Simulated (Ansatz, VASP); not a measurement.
**MgO in VASP and in Ansatz**

```
Mg O
1.0
     0.00000   -2.10711   -2.10711
     0.00000    2.10711   -2.10711
     4.21421    0.00000    0.00000
Mg O
2 2
Direct
  0.53559 0.46441 0.50000
  0.96441 0.03559 0.00000
  0.48005 0.51995 0.00000
  0.01995 0.98005 0.50000
```

Change from the starting cell: mode 4 (284.4 1/cm) frozen in, largest displacement -0.150 Å.

Alike in both runs: task single point; functional PBEsol; k mesh 8 × 8 × 6; occupations gaussian, width 0.05 eV; no spin polarisation.

```csv
,VASP,Ansatz
version,VASP 6.6.1,Ansatz 0.2.0
potentials or method,"VASP PAW PBE potentials, release 64 (Mg, O)","scalar-relativistic, plane waves, PAW"
plane-wave cutoff (eV),520,420
valence electrons in the cell,16,32
```

Ansatz gave:

| Property | Result |
| --- | --- |
| gap on the k mesh at the Fermi level (eV) | 4.51 |
| least direct gap on the mesh (eV) | 4.51 |
| pressure (GPa) | 0.6 |
| largest component of the traceless stress (GPa) | 1.78 |
| rms of the force components (eV/Å) | 0.480 |

Which values does VASP return?

gap on the k mesh at the Fermi level (eV): 4.51; least direct gap on the mesh (eV): 4.51; pressure (GPa): 0.1; largest component of the traceless stress (GPa): 1.80; rms of the force components (eV/Å): 0.485.

Atom by atom the forces differ by 0.005 eV/Å (rms over components). The two sets of potentials don't hold the same shells in valence.

Caveats: the PAW data sets were made with another functional, which shifts forces and pressure a little (VASP).
